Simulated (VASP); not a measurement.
Runs of VASP 6.6.1 on MnO. Symmetry: P6_3mc, No. 186, hexagonal system. The conventional cell has a = 3.372 Å, b = 3.372 Å, c = 5.385 Å, α = 90.00°, β = 90.00°, γ = 120.00°. Mn (site symmetry 3m) is surrounded by 4 O at 1.96 to 2.08 Å. O (site symmetry 3m) is surrounded by 4 Mn at 1.96 to 2.08 Å. Measurements of this composition are mostly on another form, of space group No. 225.

| level | spin | U | k mesh | cutoff (eV) | grid for exact exchange (PRECFOCK) | screening parameter | mesh quality | gap on the mesh (eV) | pressure (GPa) | moment (μB) | largest force (eV/Å) |
| --- | --- | --- | --- | --- | --- | --- | --- | --- | --- | --- | --- |
| PBEsol+U | collinear, ferromagnetic start | Mn d U = 4 eV | 8 × 8 × 4 | 520 | - | - | not flagged | 0.12 | 5.8 | 10.00 | 0.85 |
| HSE06 | collinear, ferromagnetic start | - | 5 × 5 × 3 | 450 | Fast | 0.2 1/A | coarse | 0.60 | - | 10.00 | (b) |
| PBEsol+U | collinear, antiferromagnetic start | Mn d U = 4 eV | 8 × 8 × 4 | 520 | - | - | not flagged | 0.53 | 2.6 | 0.00 | (a) |
| HSE06 | collinear, antiferromagnetic start | - | 5 × 5 × 3 | 450 | Fast | 0.2 1/A | coarse | 1.70 | - | 0.00 | (c) |

Alike in all rows: task single point; potentials or basis VASP PAW PBE potentials, release 64 (Mn_pv, O); cell as given; smearing gaussian 0.05 eV.

Q: Fill in the values left out.

A: (a) 0.60; (b) 0.80; (c) 0.51.

Caveats: some runs use coarse meshes; the PAW data sets were made with another functional, which shifts forces and pressure a little; the cutoff is under 1.25 times the usual one of these potentials, so pressure, stress and relaxed cells hold a basis-set (Pulay) error (some runs); an odd mesh through Γ misses points on the zone boundary, where band edges often lie (some runs).
